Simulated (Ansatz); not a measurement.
The system is CO2.

```
CELL_PARAMETERS angstrom
-1.97473 1.97473 3.01406
1.97473 -1.97473 3.01406
1.97473 1.97473 -3.01406
ATOMIC_POSITIONS crystal
O 0.87500 0.95980 0.58480
O 0.37500 0.29020 0.41520
O 0.04020 0.62500 0.91520
O 0.70980 0.12500 0.08480
C 0.00000 0.00000 0.00000
C 0.75000 0.25000 0.50000
```

The cell comes from a database or a generator and needn't be the stable form of this composition.

Program: Ansatz 0.2.0. Alike in all runs: task band structure; potentials or basis Ansatz PAW; no spin polarisation; cell as given.

Q: Order these runs on this cell by their band gap on the k mesh, lowest first.
A. level HSE06; k mesh 6 × 6 × 6; cutoff (eV) 420; smearing fixed; level hse06; run kind scf
B. level PBEsol; k mesh 9 × 9 × 9; cutoff (eV) 420; smearing fermi-dirac 0.05 eV; points for each segment of the path 14
C. level PBE0; k mesh 6 × 6 × 6; cutoff (eV) 420; smearing fixed; level pbe0; run kind scf
D. level r2SCAN; k mesh 9 × 9 × 9; cutoff (eV) 500; smearing fermi-dirac 0.05 eV; points for each segment of the path 14

A: B (7.59 eV), D (8.52 eV), A (9.89 eV), C (10.68 eV).

A k mesh can miss the band edges.

Not every run made on this cell is shown here.
